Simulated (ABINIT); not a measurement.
# CdSe (F-43m) in ABINIT: a series of runs

Runs on CdSe. Level: LDA. Tasks: single point.

Program: ABINIT 10.8.3 (patched build). These are calculated values, not measurements. Logs are shortened: lines on timing, memory, paths and dates and some standing lists are left out, and cuts for length are marked. The log counts tension as positive stress, the text compression.

## Step 1: Starting point

Symmetry: F-43m, No. 216, cubic system. The conventional cell has a = 6.141 Å, b = 6.141 Å, c = 6.141 Å, α = 90.00°, β = 90.00°, γ = 90.00°. Cd (site symmetry -43m) is surrounded by 4 Se at 2.66 Å. Se (site symmetry -43m) is surrounded by 4 Cd at 2.66 Å.

Measurements of this composition are mostly on another form, of space group No. 186.

## Step 2: Single point, LDA

Input file run.abi:

```
# Pseudopotentials
pp_dirpath "./"
pseudos "Cd.LDA_PW-JTH.xml, Se.LDA_PW-JTH.xml"

# Structure
acell 4.3420191692 4.3420191692 4.3420191692 Angstrom
rprim
     0.0000000000     0.7071067812     0.7071067812
     0.7071067812     0.0000000000     0.7071067812
     0.7071067812     0.7071067812     0.0000000000
ntypat 2
znucl 48 34
natom 2
typat 1 2
xcart
     0.0000000000     0.0000000000     0.0000000000
     2.9009858468     2.9009858468     2.9009858468

# Plane-wave basis
ecut 462.593566 eV
pawecutdg 34.0

# k points
kptopt 1
ngkpt 6 6 6
nshiftk 1
shiftk 0.0 0.0 0.0

# Exchange and correlation
ixc 7

# Bands and occupations
nband 13
occopt 3
tsmear 0.05 eV

# SCF cycle
nstep 100
tolvrs 1.0e-9

# Output
iomode 3
prtwf 0
prtden 0
prteig 0
prtebands 0
enunit 2
prtvol 2
```

Potentials or basis: JTH PAW LDA v2.0.

On the command line:

```console
> abinit run.abi > log 2>&1
```

run.abo:

```text
.Version 10.8.3 of ABINIT
 Symmetries : space group F-4 3 m (#216); Bravais cF (face-center cubic)
================================================================================
 Values of the parameters that define the memory need of the present run
     intxc =       0    ionmov =       0      iscf =      17    lmnmax =      18
     lnmax =       6     mgfft =      32  mpssoang =       3    mqgrid =    3001
     natom =       2  nloc_mem =       2    nspden =       1   nspinor =       1
    nsppol =       1      nsym =      24    n1xccc =       1    ntypat =       2
    occopt =       3   xclevel =       1
       mpw =        1316          nfft =       32768          nkpt =          16
 PAW method is used; the additional fine FFT grid is defined by:
   mgfftf=        45    nfftf =     91125
================================================================================
================================================================================

--------------------------------------------------------------------------------
------------- Echo of variables that govern the present computation ------------
--------------------------------------------------------------------------------
 -outvars: echo values of preprocessed input variables --------
            acell      8.2052270632E+00  8.2052270632E+00  8.2052270632E+00 Bohr
              amu      1.12411000E+02  7.89600000E+01
             ecut      1.70000000E+01 Hartree
           enunit           2
              ixc           7
         kptrlatt        6    0    0      0    6    0      0    0    6
          kptrlen      4.92313624E+01
            natom           2
            nband          13
            ngfft          32      32      32
          ngfftdg          45      45      45
             nkpt          16
            nstep         100
             nsym          24
           ntypat           2
           occopt           3
        pawecutdg      3.40000000E+01 Hartree
           prtden           0
        prtebands           0
           prteig           0
           prtvol           2
            prtwf           0
            rprim      0.0000000000E+00  7.0710678120E-01  7.0710678120E-01
                       7.0710678120E-01  0.0000000000E+00  7.0710678120E-01
                       7.0710678120E-01  7.0710678120E-01  0.0000000000E+00
          spgroup         216
           tolvrs      1.00000000E-09
           tsmear      1.83746611E-03 Hartree
            typat      1  2
           useylm           1
           xangst      0.0000000000E+00  0.0000000000E+00  0.0000000000E+00
                       1.5351355993E+00  1.5351355993E+00  1.5351355993E+00
            xcart      0.0000000000E+00  0.0000000000E+00  0.0000000000E+00
                       2.9009858488E+00  2.9009858488E+00  2.9009858488E+00
             xred      0.0000000000E+00  0.0000000000E+00  0.0000000000E+00
                       2.5000000000E-01  2.5000000000E-01  2.5000000000E-01
            znucl       48.00000   34.00000

================================================================================

 chkinp: Checking input parameters for consistency.

================================================================================
== DATASET  1 ==================================================================

--- !DatasetInfo
iteration_state: {dtset: 1, }
dimensions: {natom: 2, nkpt: 16, mband: 13, nsppol: 1, nspinor: 1, nspden: 1, mpw: 1316, }
cutoff_energies: {ecut:  17.0, pawecutdg:  34.0, }
electrons: {nelect:   1.80000000E+01, charge:   0.00000000E+00, occopt:   3.00000000E+00, tsmear:   1.83746611E-03, }
meta: {optdriver: 0, ionmov: 0, optcell: 0, iscf: 17, paral_kgb: 0, }
...

 Exchange-correlation functional for the present dataset will be:
  LDA: Perdew-Wang 92 LSD fit to Ceperley-Alder data - ixc=7
  J.P.Perdew and Y.Wang, PRB 45, 13244 (1992)

 Real(R)+Recip(G) space primitive vectors, cartesian coordinates (Bohr,Bohr^-1):
 R(1)=  0.0000000  5.8019717  5.8019717  G(1)= -0.0861776  0.0861776  0.0861776
 R(2)=  5.8019717  0.0000000  5.8019717  G(2)=  0.0861776 -0.0861776  0.0861776
 R(3)=  5.8019717  5.8019717  0.0000000  G(3)=  0.0861776  0.0861776 -0.0861776
 Unit cell volume ucvol=  3.9062210E+02 bohr^3
 Angles (23,13,12)=  6.00000000E+01  6.00000000E+01  6.00000000E+01 degrees

 Coarse grid specifications (used for wave-functions):

 getcut: wavevector=  0.0000  0.0000  0.0000  ngfft=  32  32  32
         ecut(hartree)=     17.000   => boxcut(ratio)=   2.10121

 Fine grid specifications (used for densities):

 getcut: wavevector=  0.0000  0.0000  0.0000  ngfft=  45  45  45
         ecut(hartree)=     34.000   => boxcut(ratio)=   2.04295

--- Pseudopotential description ------------------------------------------------
- pspini: atom type   1  psp file is ./Cd.LDA_PW-JTH.xml
 Pseudopotential format is: paw10
 basis_size (lnmax)=  6 (lmn_size= 18), orbitals=   0   0   1   1   2   2
 Spheres core radius: rc_sph= 2.50233826
 Shapefunction is BESSEL type: shapef(r,l)=aa(1,l)*jl(q(1,l)*r)+aa(2,l)*jl(q(2,l)*r)
 Radius for shape functions =  2.31074885
 Compensation charge density is not taken into account in XC energy/potential

- pspini: atom type   2  psp file is ./Se.LDA_PW-JTH.xml
[... 135 lines left out ...]

 cartesian coordinates (angstrom) at end:
    1      0.00000000000000     0.00000000000000     0.00000000000000
    2      1.53513559932086     1.53513559932086     1.53513559932086

 cartesian forces (hartree/bohr) at end:
    1     -0.00000000000000    -0.00000000000000     0.00000000000000
    2      0.00000000000000     0.00000000000000    -0.00000000000000
 frms,max,avg= 1.3885428E-30 2.1754285E-30   0.000E+00  0.000E+00  0.000E+00 h/b

 cartesian forces (eV/Angstrom) at end:
    1     -0.00000000000000    -0.00000000000000     0.00000000000000
    2      0.00000000000000     0.00000000000000    -0.00000000000000
 frms,max,avg= 7.1401742E-29 1.1186503E-28   0.000E+00  0.000E+00  0.000E+00 e/A
 length scales=  8.205227063230  8.205227063230  8.205227063230 bohr
              =  4.342019169200  4.342019169200  4.342019169200 angstroms
 Fermi (or HOMO) energy (hartree) =   0.04408   Average Vxc (hartree)=  -0.33218
 Eigenvalues (hartree) for nkpt=  16  k points:
 kpt#   1, nband= 13, wtk=  0.00463, kpt=  0.0000  0.0000  0.0000 (reduced coord)
  -0.42231   -0.25002   -0.25002   -0.25002   -0.23718   -0.23718    0.03811    0.03811
   0.03811    0.04769    0.25092    0.25092    0.25092
      occupation numbers for kpt#   1
   2.00000    2.00000    2.00000    2.00000    2.00000    2.00000    1.92533    1.92533
   1.92533    0.24667    0.00000    0.00000    0.00000
 kpt#   2, nband= 13, wtk=  0.03704, kpt=  0.1667  0.0000  0.0000 (reduced coord)
  -0.41907   -0.24904   -0.24904   -0.24700   -0.23721   -0.23721   -0.02662    0.03063
   0.03063    0.09854    0.24038    0.26255    0.26255
      occupation numbers for kpt#   2
   2.00000    2.00000    2.00000    2.00000    2.00000    2.00000    2.00000    1.99868
   1.99868    0.00000    0.00000    0.00000    0.00000
 kpt#   3, nband= 13, wtk=  0.03704, kpt=  0.3333  0.0000  0.0000 (reduced coord)
  -0.41247   -0.24739   -0.24739   -0.23682   -0.23682   -0.23670   -0.09054    0.01742
   0.01742    0.11658    0.26887    0.27198    0.27198
      occupation numbers for kpt#   3
   2.00000    2.00000    2.00000    2.00000    2.00000    2.00000    2.00000    2.00000
[... 64 lines left out ...]
      occupation numbers for kpt#  14
   2.00000    2.00000    2.00000    2.00000    2.00000    2.00000    2.00000    2.00000
   2.00000    0.00000    0.00000    0.00000    0.00000
 kpt#  15, nband= 13, wtk=  0.11111, kpt= -0.3333  0.3333  0.1667 (reduced coord)
  -0.40604   -0.24479   -0.24381   -0.23830   -0.23675   -0.22272   -0.10857   -0.04528
  -0.01731    0.19101    0.22773    0.27076    0.34138
      occupation numbers for kpt#  15
   2.00000    2.00000    2.00000    2.00000    2.00000    2.00000    2.00000    2.00000
   2.00000    0.00000    0.00000    0.00000    0.00000
 kpt#  16, nband= 13, wtk=  0.05556, kpt= -0.3333  0.5000  0.1667 (reduced coord)
  -0.40499   -0.24353   -0.24299   -0.23938   -0.23617   -0.22188   -0.10820   -0.03830
  -0.03783    0.19250    0.19945    0.30701    0.32490
      occupation numbers for kpt#  16
   2.00000    2.00000    2.00000    2.00000    2.00000    2.00000    2.00000    2.00000
   2.00000    0.00000    0.00000    0.00000    0.00000
 Fermi (or HOMO) energy (eV) =   1.19958   Average Vxc (eV)=  -9.03895
 Eigenvalues (   eV  ) for nkpt=  16  k points:
 kpt#   1, nband= 13, wtk=  0.00463, kpt=  0.0000  0.0000  0.0000 (reduced coord)
 -11.49152   -6.80344   -6.80344   -6.80344   -6.45387   -6.45387    1.03709    1.03709
   1.03709    1.29764    6.82793    6.82793    6.82793
 kpt#   2, nband= 13, wtk=  0.03704, kpt=  0.1667  0.0000  0.0000 (reduced coord)
 -11.40340   -6.77667   -6.77667   -6.72117   -6.45477   -6.45477   -0.72449    0.83351
   0.83351    2.68129    6.54113    7.14431    7.14431
 kpt#   3, nband= 13, wtk=  0.03704, kpt=  0.3333  0.0000  0.0000 (reduced coord)
 -11.22392   -6.73192   -6.73192   -6.44431   -6.44431   -6.44099   -2.46384    0.47410
   0.47410    3.17218    7.31636    7.40101    7.40108
 kpt#   4, nband= 13, wtk=  0.01852, kpt=  0.5000  0.0000  0.0000 (reduced coord)
 -11.13300   -6.71591   -6.71591   -6.43130   -6.43130   -6.18575   -3.28735    0.31141
   0.31141    3.16031    7.35196    7.35196    8.12593
 kpt#   5, nband= 13, wtk=  0.02778, kpt=  0.1667  0.1667  0.0000 (reduced coord)
 -11.37429   -6.74892   -6.74892   -6.73240   -6.47074   -6.43970   -0.74344    0.49748
   0.49748    3.24737    5.74257    7.64271    7.64276
 kpt#   6, nband= 13, wtk=  0.11111, kpt=  0.3333  0.1667  0.0000 (reduced coord)
 -11.22576   -6.71743   -6.69651   -6.56060   -6.43254   -6.42752   -2.01103    0.00858
[... 16 lines left out ...]
 kpt#  12, nband= 13, wtk=  0.05556, kpt= -0.3333  0.3333  0.0000 (reduced coord)
 -11.04895   -6.66782   -6.62488   -6.49008   -6.44013   -6.06116   -2.91249   -1.46272
  -0.21095    4.69690    6.39929    8.36848    8.86175
 kpt#  13, nband= 13, wtk=  0.01389, kpt=  0.5000  0.5000  0.0000 (reduced coord)
 -11.01988   -6.62341   -6.55986   -6.55986   -6.39692   -6.12860   -3.01196   -0.75671
  -0.75671    4.02312    4.59845    9.74260   10.89800
 kpt#  14, nband= 13, wtk=  0.11111, kpt=  0.5000  0.3333  0.1667 (reduced coord)
 -11.10764   -6.66768   -6.65865   -6.51759   -6.42827   -6.23506   -2.60119   -0.91614
  -0.19087    4.94009    5.73549    7.14904    9.25080
 kpt#  15, nband= 13, wtk=  0.11111, kpt= -0.3333  0.3333  0.1667 (reduced coord)
 -11.04893   -6.66119   -6.63433   -6.48436   -6.44237   -6.06043   -2.95444   -1.23222
  -0.47095    5.19762    6.19689    7.36771    9.28944
 kpt#  16, nband= 13, wtk=  0.05556, kpt= -0.3333  0.5000  0.1667 (reduced coord)
 -11.02040   -6.62689   -6.61201   -6.51379   -6.42650   -6.03769   -2.94414   -1.04230
  -1.02942    5.23825    5.42721    8.35418    8.84092
 Total charge density [el/Bohr^3]
)     Maximum=    7.6010E-01  at reduced coord.    0.0000    0.0000    0.0000
)Next maximum=    7.4214E-01  at reduced coord.    0.0000    0.0222    0.9778
)     Minimum=   -1.2652E-02  at reduced coord.    0.2444    0.2444    0.2444
)Next minimum=   -1.2652E-02  at reduced coord.    0.2667    0.2444    0.2444
   Integrated=    1.8000E+01

--- !EnergyTerms
iteration_state     : {dtset: 1, }
comment             : Components of total free energy in Hartree
kinetic             :  1.62371905134138E+01
hartree             :  1.50104936359499E+01
xc                  : -9.46890297945966E+00
Ewald energy        : -4.05359592411572E+01
psp_core            :  2.56023186229227E+00
local_psp           : -4.54921886815771E+01
PAW spherical_terms :  4.29766599820496E+00
internal            : -5.73914688923330E+01
'-kT*entropy'       : -1.61251513570767E-05
total_energy        : -5.73914850174843E+01
total_energy_eV     : -1.56170186604120E+03
...

--- !EnergyTermsDC
iteration_state     : {dtset: 1, }
comment             : '"Double-counting" decomposition of free energy'
band_energy         : -3.44305276919259E+00
Ewald energy        : -4.05359592411572E+01
psp_core            :  2.56023186229227E+00
xc_dc               : -1.69768214669208E+01
PAW spherical_terms :  1.00413060880776E+00
internal            : -5.73914710061706E+01
'-kT*entropy'       : -1.61251513570767E-05
total_energy_dc     : -5.73914871313219E+01
total_energy_dc_eV  : -1.56170192356165E+03
...

--- !EnergyTermsWithPAWCore
iteration_state     : {dtset: 1, }
comment             : 'Components of total free energy, including PAW core contributions'
Total energy        : -8.01664434178513E+03
Total energy DC     : -8.01664434389897E+03
Total energy (eV)   : -2.18144005580973E+05
Total energy DC (eV): -2.18144005638494E+05
...

 Cartesian components of stress tensor (hartree/bohr^3)
  sigma(1 1)=  1.20049757E-04  sigma(3 2)=  0.00000000E+00
  sigma(2 2)=  1.20049757E-04  sigma(3 1)=  0.00000000E+00
  sigma(3 3)=  1.20049757E-04  sigma(2 1)=  0.00000000E+00

-Cartesian components of stress tensor (GPa)         [Pressure= -3.5320E+00 GPa]
- sigma(1 1)=  3.53198580E+00  sigma(3 2)=  0.00000000E+00
- sigma(2 2)=  3.53198580E+00  sigma(3 1)=  0.00000000E+00
- sigma(3 3)=  3.53198580E+00  sigma(2 1)=  0.00000000E+00

== END DATASET(S) ==============================================================
================================================================================

 -outvars: echo values of variables after computation  --------
            acell      8.2052270632E+00  8.2052270632E+00  8.2052270632E+00 Bohr
           etotal     -5.7391487131E+01
            fcart     -7.2514282737E-31 -7.2514282737E-31  2.1754284821E-30
                       7.2514282737E-31  7.2514282737E-31 -2.1754284821E-30
            rprim      0.0000000000E+00  7.0710678120E-01  7.0710678120E-01
                       7.0710678120E-01  0.0000000000E+00  7.0710678120E-01
                       7.0710678120E-01  7.0710678120E-01  0.0000000000E+00
           strten      1.2004975725E-04  1.2004975725E-04  1.2004975725E-04
                       0.0000000000E+00  0.0000000000E+00  0.0000000000E+00
           xangst      0.0000000000E+00  0.0000000000E+00  0.0000000000E+00
                       1.5351355993E+00  1.5351355993E+00  1.5351355993E+00
             xred      0.0000000000E+00  0.0000000000E+00  0.0000000000E+00
                       2.5000000000E-01  2.5000000000E-01  2.5000000000E-01
 Calculation completed.
```

Wall time 22 s (1 thread of Intel Xeon Platinum 8259CL at 2.50GHz (Skylake/Cascade Lake), shared host); peak memory 0.09 GiB.

What came out:

* Free energy: -1561.7019 eV
* Band gap on the k mesh: 0.26 eV, direct
* Valence electrons inside the program's atomic spheres: Cd 10.45; Se 3.93

Caveat: the cutoff is too short for stress, so the log's stress isn't used.

## Step 3: Single point, LDA

Input file run.abi:

```
pp_dirpath "./"
pseudos "Cd.LDA_PW-JTH.xml, Se.LDA_PW-JTH.xml"

acell 3*1.0 Angstrom
rprim
     0.0000000000     3.0702711986     3.0702711986
     3.0702711986     0.0000000000     3.0702711986
     3.0702711986     3.0702711986     0.0000000000
ntypat 2
znucl 48 34
natom 2
typat 1 2
xred
     0.0000000000     0.0000000000     0.0000000000
     0.2500000000     0.2500000000     0.2500000000

ecut 462.593566 eV
pawecutdg 34.0

kptopt 1
ngkpt 5 5 5
nshiftk 1
shiftk 0.0 0.0 0.0

ixc 7

nband 13
occopt 3
tsmear 0.00183747

nstep 100
tolvrs 1.0e-9

iomode 3
prtwf 0
prtden 0
prteig 0
prtebands 0
```

Potentials or basis: JTH PAW LDA v2.0.

On the command line:

```console
> abinit run.abi > log 2>&1
```

Wall time 12 s (1 thread of Intel Xeon Platinum 8259CL at 2.50GHz (Skylake/Cascade Lake), shared host); peak memory 0.1 GiB.

It converged, with:

* Free energy: -1561.6910 eV
* Band gap on the k mesh: 0.26 eV, direct
* Valence electrons inside the program's atomic spheres: Cd 10.45; Se 3.93

Levels at points of the mesh, in eV from the valence-band top:
```csv
k point,band 6,band 7,band 8,band 9,band 10,band 11,band 12,band 13
"(0.00, 0.00, 0.00)",-7.50,0.00,0.00,0.00,0.26,5.79,5.79,5.79
```

Caveat: the cutoff is too short for stress, so the log's stress isn't used. LDA gaps usually lie below the measured ones, often by a third to a half.
